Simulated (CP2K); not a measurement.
Wanted: the native input for a CP2K 2026.2 run.

```yaml
Task: band structure
Functional: r2SCAN
Potentials_or_basis: POTENTIAL_UZH Li GTH-SCAN-q3, H GTH-SCAN-q1; TZVP-MOLOPT-SCAN-GTH basis
Density_cutoff: 10885 eV
k_mesh: 11 × 11 × 11
Occupations: fermi-dirac, width 0.0259 eV
Spin: no spin polarisation
SCF_solver: diagonalisation with k points
Quickstep_method: GPW
EPS_DEFAULT: 1.0E-9
EPS_SCF: 1.0E-6
MAX_SCF: 100
SCF_GUESS: ATOMIC
k_points_reduced_by_the_point_group: yes
Mesh_centred_on_Gamma: yes
CHOLESKY: OFF
EPS_EIGVAL: 1.0E-7
MIXING_METHOD: BROYDEN_MIXING
MIXING_ALPHA: 0.4
NBUFFER: 8
NGRIDS: 5
Basis_sets: Li TZVP-MOLOPT-SCAN-GTH-q3, H TZVP-MOLOPT-SCAN-GTH-q1
Potentials: Li GTH-SCAN-q3 of POTENTIAL_UZH, H GTH-SCAN-q1 of POTENTIAL_UZH
ADDED_MOS: "[10]"
Points_a_segment_of_the_path_NPOINTS: 6
Bands_added_on_the_path: 6
REL_CUTOFF_Ry: 60 Ry
MIXING_BETA_1/bohr: 1.5 1/bohr
CUTOFF_of_the_grids: 800 Ry
```

LiH:

```
Li H
1.0
     2.88040    0.00000    0.00000
     1.44020    2.49450    0.00000
     1.44020    0.83150    2.35184
Li H
1 1
Direct
  0.00000 0.00000 0.00000
  0.50000 0.50000 0.50000
```

One way to write it, as run:

lih_bands.inp

```
&GLOBAL
  PROJECT lih_bands
  RUN_TYPE ENERGY_FORCE
  PRINT_LEVEL LOW
&END GLOBAL
&FORCE_EVAL
  METHOD QS
  STRESS_TENSOR ANALYTICAL
  &DFT
    BASIS_SET_FILE_NAME BASIS_MOLOPT_UZH
    POTENTIAL_FILE_NAME POTENTIAL_UZH
    &MGRID
      CUTOFF 800
      REL_CUTOFF 60
      NGRIDS 5
    &END MGRID
    &QS
      METHOD GPW
      EPS_DEFAULT 1.0E-9
    &END QS
    &KPOINTS
      SCHEME MONKHORST-PACK 11 11 11
      GAMMA_CENTERED T
      SYMMETRY T
      SYMMETRY_BACKEND SPGLIB
    &END KPOINTS
    &SCF
      SCF_GUESS ATOMIC
      EPS_SCF 1.0E-6
      MAX_SCF 100
      ADDED_MOS 10
      CHOLESKY OFF
      EPS_EIGVAL 1.0E-7
      &DIAGONALIZATION ON
        ALGORITHM STANDARD
      &END DIAGONALIZATION
      &MIXING ON
        METHOD BROYDEN_MIXING
        ALPHA 0.4
        BETA 1.5
        NBUFFER 8
      &END MIXING
      &SMEAR ON
        METHOD FERMI_DIRAC
        ELECTRONIC_TEMPERATURE [K] 300.557
      &END SMEAR
    &END SCF
    &XC
      &XC_FUNCTIONAL
        &MGGA_X_R2SCAN
        &END MGGA_X_R2SCAN
        &MGGA_C_R2SCAN
        &END MGGA_C_R2SCAN
      &END XC_FUNCTIONAL
    &END XC
    &PRINT
      &KPOINTS ON
      &END KPOINTS
      &MULLIKEN ON
      &END MULLIKEN
      &MO ON
        ENERGIES T
        OCCUPATION_NUMBERS T
        &EACH
          QS_SCF 0
        &END EACH
        ADD_LAST NUMERIC
      &END MO
      &BAND_STRUCTURE
        FILE_NAME bands.bs
        ADDED_MOS 6
        &KPOINT_SET
          UNITS B_VECTOR
          NPOINTS 6
          SPECIAL_POINT GAMMA 0.00000000 0.00000000 0.00000000
          SPECIAL_POINT X 0.50000000 0.00000000 0.50000000
          SPECIAL_POINT W 0.50000000 0.25000000 0.75000000
          SPECIAL_POINT K 0.37500000 0.37500000 0.75000000
          SPECIAL_POINT GAMMA 0.00000000 0.00000000 0.00000000
          SPECIAL_POINT L 0.50000000 0.50000000 0.50000000
          SPECIAL_POINT U 0.62500000 0.25000000 0.62500000
          SPECIAL_POINT W 0.50000000 0.25000000 0.75000000
          SPECIAL_POINT L 0.50000000 0.50000000 0.50000000
          SPECIAL_POINT K 0.37500000 0.37500000 0.75000000
        &END KPOINT_SET
        &KPOINT_SET
          UNITS B_VECTOR
          NPOINTS 6
          SPECIAL_POINT U 0.62500000 0.25000000 0.62500000
          SPECIAL_POINT X 0.50000000 0.00000000 0.50000000
        &END KPOINT_SET
      &END BAND_STRUCTURE
    &END PRINT
  &END DFT
  &SUBSYS
    &CELL
      ABC 2.8803994732 2.8803994732 2.8803994731
      ALPHA_BETA_GAMMA 59.9999999994 59.9999999993 59.9999999996
      PERIODIC XYZ
    &END CELL
    &COORD
      SCALED
      Li  0.0000000000 0.0000000000 0.0000000000
      H   0.5000000000 0.5000000000 0.5000000000
    &END COORD
    &KIND Li
      BASIS_SET TZVP-MOLOPT-SCAN-GTH-q3
      POTENTIAL GTH-SCAN-q3
    &END KIND
    &KIND H
      BASIS_SET TZVP-MOLOPT-SCAN-GTH-q1
      POTENTIAL GTH-SCAN-q1
    &END KIND
    &PRINT
      &ATOMIC_COORDINATES ON
      &END ATOMIC_COORDINATES
      &CELL ON
      &END CELL
    &END PRINT
  &END SUBSYS
  &PRINT
    &FORCES ON
    &END FORCES
    &STRESS_TENSOR ON
    &END STRESS_TENSOR
  &END PRINT
&END FORCE_EVAL
```

Potentials or basis: POTENTIAL_UZH Li GTH-SCAN-q3, H GTH-SCAN-q1; TZVP-MOLOPT-SCAN-GTH basis.

Launch:

```console
$ OMP_NUM_THREADS=1 cp2k.psmp -i lih_bands.inp -o lih_bands.out
```

Results of the run:

* Pressure: -1.3 GPa
* Band gap on the k mesh: 3.94 eV, direct
* Band gap along the path: 3.72 eV, direct
* Mulliken charges: Li +0.30; H -0.30 e

Caveat: Mulliken charges move with the basis; the mesh misses the band edges, which the band path finds closer together; the basis of atomic orbitals isn't converged, which shifts pressures, moduli and gaps.

Wall time 44 s on 1 thread of Arm Neoverse V2 (shared host), peak memory 0.26 GiB.
